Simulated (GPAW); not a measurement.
Wanted: an ASE script for a GPAW 26.7.0 run.

- Task: band structure
- Functional: PBEsol
- Potentials or basis: PAW data sets generated in the run's folder for this functional
- Cutoff: 600 eV
- Basis: pw
- k mesh: 13 × 13 × 13
- Occupations: fermi-dirac, width 0.05 eV
- Spin: no spin polarisation
- Maxiter: 150
- Band path: GXYSGZS1NPY1Z,XP
- Band points: 80

The system is Ga.

```
Ga
1.0
    -1.38440    1.38440    2.31122
     1.38440   -1.38440    2.31122
     1.38440    1.38440   -2.31122
Ga
1
Direct
  0.00000 0.00000 0.00000
```

This isn't the form of Ga at room conditions, which is orthorhombic.

One way to write it, as run:

run.py

```python
from ase import Atoms
from ase.dft.bandgap import bandgap
from ase.io import write
from ase.units import GPa
from gpaw import GPAW, PW, setup_paths

setup_paths.insert(0, '.')

atoms = Atoms(['Ga'],
              cell=[[-1.3843987196, 1.3843987196, 2.3112238365],
                    [1.3843987196, -1.3843987196, 2.3112238365],
                    [1.3843987196, 1.3843987196, -2.3112238365]],
              scaled_positions=[[0.0, 0.0, 0.0]],
              pbc=True)

calc = GPAW(mode=PW(600),
            xc='PBEsol',
            kpts={'size': (13, 13, 13), 'gamma': True},
            occupations={'name': 'fermi-dirac', 'width': 0.05},
            nbands=7,
            convergence={'density': 1e-05, 'energy': 1e-05},
            maxiter=150,
            txt='gpaw.txt')
atoms.calc = calc
energy = atoms.get_potential_energy()
forces = atoms.get_forces()
stress = atoms.get_stress()
calc.write('gs.gpw')
write('result.traj', atoms)
print(f'Energy: {energy:.6f} eV')
print('Forces (eV/A):')
print(forces.round(4))
print('Stress (GPa):', (stress / GPa).round(3))
print('Fermi level:', round(calc.get_fermi_level(), 4), 'eV')
print(f'Gap: {bandgap(calc)[0]:.4f} eV, direct: {bandgap(calc, direct=True)[0]:.4f} eV')

path = atoms.cell.bandpath('GXYSGZS1NPY1Z,XP', npoints=80, eps=1e-4)
bs_calc = calc.fixed_density(kpts=path, symmetry='off', nbands=13,
                             convergence={'bands': 'CBM+6.0', 'eigenstates': 1e-6}, txt='bands.txt')
bs = bs_calc.band_structure()
bs.write('bs.json')
print(f'Gap on the path: {bandgap(bs_calc)[0]:.4f} eV')
```

Potentials or basis: PAW data sets generated in the run's folder for this functional, pw.

The run is started by

```sh
$ gpaw-setup -f PBEsol Ga
$ OMP_NUM_THREADS=1 python run.py
```

It gave:

The pressure is 0.1 GPa. The band gap along the path is none (metal or under the smearing width).

Wall time 26 s on 1 thread of Arm Neoverse V1 (shared host), peak memory 0.18 GiB.
